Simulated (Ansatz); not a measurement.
Space group P4/nmm:1 (No. 129). a = 4.018 Å, b = 4.018 Å, c = 6.231 Å, α = 90.00°, β = 90.00°, γ = 90.00°
```json
{"atom": "Cu", "site": "2a", "symmetry": "-4m2", "x": "0.5000", "y": "0.5000", "z": "0.0000"}
{"atom": "I", "site": "2c", "symmetry": "4mm", "x": "0.5000", "y": "0.0000", "z": "0.2761"}
```

Equation of state of this CuI structure (not necessarily the ground state), with shape and atoms relaxed at each volume where symmetry leaves them free. Method: Ansatz, DFT PBE+D3(BJ), scalar-relativistic, plane waves, PAW.

Cutoff 420 eV; k points 8×8×6 on the computed 4-atom cell (Γ-centred); Gaussian smearing, width 0.02 eV; no spin polarisation.

```tsv
V (Å³/atom)	E − E(largest V) (meV/atom)	P (GPa)	gap on mesh (eV)
22.137	25.27	4.76	1.52
22.892	6.85	3.10	1.52
23.646	-4.55	1.78	1.52
24.401	-10.50	0.77	1.52
25.156	-12.25	0.00	1.53
25.910	-10.81	-0.61	1.54
26.665	-7.16	-0.97	1.56
27.671	0.00	-1.28	1.58
```

Fit a third-order Birch–Murnaghan equation to E(V).

V0 = 25.16 Å³/atom, B0 = 22 GPa, B0' = 9.1. B0' is unusual or poorly fixed by this range.

Spin-orbit coupling is left out, which matters for the bands of heavy elements.

This form isn't the usual stable structure of the compound.

Cost: 8 runs of about 9.5 core-minutes in all, on Arm Neoverse V2 (shared hosts).